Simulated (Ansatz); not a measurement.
What strain does to SrO (Fm-3m)

A 2-atom cell of SrO started from a crystallographic database, relaxed with r2SCAN in the plane-wave code Ansatz. Space group Fm-3m (No. 225), cubic; a = 5.160 Å in the conventional setting, 17.17 Å³ an atom. Sr is surrounded by 6 O at 2.58 Å; O is surrounded by 6 Sr at 2.58 Å.

The axes x, y and z are those of this cell:
```
Sr O
1.0
     0.00000    2.57989    2.57989
     2.57989    0.00000    2.57989
     2.57989    2.57989    0.00000
Sr O
1 1
Direct
  0.50000 0.50000 0.50000
  0.00000 0.00000 0.00000
```

Unstrained: With PBE the valence top lies at Γ and the conduction bottom at X, 3.318 eV higher; the smallest vertical gap, at X, is 3.403 eV. r2SCAN gives an indirect gap of 3.799 eV, from Γ to X; the least direct gap is 3.880 eV at X. The HSE06 gap is indirect, 4.794 eV (Γ to X), below the direct gap of 4.890 eV at X. Meshes: PBE 8×8×8, r2SCAN 8×8×8, HSE06 6×6×6. Strains are changes of length per length. After each strain the atoms were relaxed again with r2SCAN within the symmetry that the strain leaves, so tilts or polar shifts that break it weren't tested; points keep the names that they have in the unstrained zone. Calculated for a static, non-magnetic cell.

Changes of the least gap in eV (an overlap counts as a negative gap):
```
                                                       strain  volume change (%)  space group     PBE  r2SCAN   HSE06  energy rise, r2SCAN (meV/atom)
epitaxial -5.21 % in the xy plane, free normal strain +3.13 %               -7.3       I4/mmm  -0.266  -0.280  -0.229                            75.2
                           biaxial -5.91 % in x and y, z held              -11.5       I4/mmm  -0.322  -0.332  -0.282                           110.3
                            isotropic -4.95 % on every length              -14.1        Fm-3m  -0.179  -0.178  -0.140                           132.1
                                     uniaxial -3.24 % along y               -3.2       I4/mmm  -0.187  -0.192  -0.164                            11.9
```

Epitaxial -5.21 % in the xy plane, free normal strain +3.13 %. HSE06: the gap goes from 4.794 to 4.565 eV (-0.229 eV); it turns from indirect (Γ → X) to direct (X); with r2SCAN the top three valence levels at Γ, degenerate before, become 2+1 from the top over 320 meV. Stress change with r2SCAN, compression positive: xx +15.37, yy +15.37, zz 0.00 GPa.

Biaxial -5.91 % in x and y, z held. HSE06: the gap goes from 4.794 to 4.512 eV (-0.282 eV); it turns from indirect (Γ → X) to direct (X); with r2SCAN the top three valence levels at Γ, degenerate before, become 2+1 from the top over 279 meV. Stress change with r2SCAN, compression positive: xx +20.77, yy +20.77, zz +6.62 GPa.

Isotropic -4.95 % on every length. HSE06: the gap goes from 4.794 to 4.654 eV (-0.140 eV); it turns from indirect (Γ → X) to direct (X). Stress change with r2SCAN, compression positive: xx +20.04, yy +20.04, zz +20.04 GPa.

Uniaxial -3.24 % along y, other directions held. HSE06: the gap goes from 4.794 to 4.630 eV (-0.164 eV); with r2SCAN the top three valence levels at Γ, degenerate before, become 1+2 from the top over 132 meV. Stress change with r2SCAN, compression positive: xx +1.70, yy +7.32, zz +1.70 GPa.

The meshes of the hybrids are coarse, so their gaps aren't converged to the digits shown.

The splittings at Γ are without spin-orbit coupling, which regroups them where it is of like size or larger.
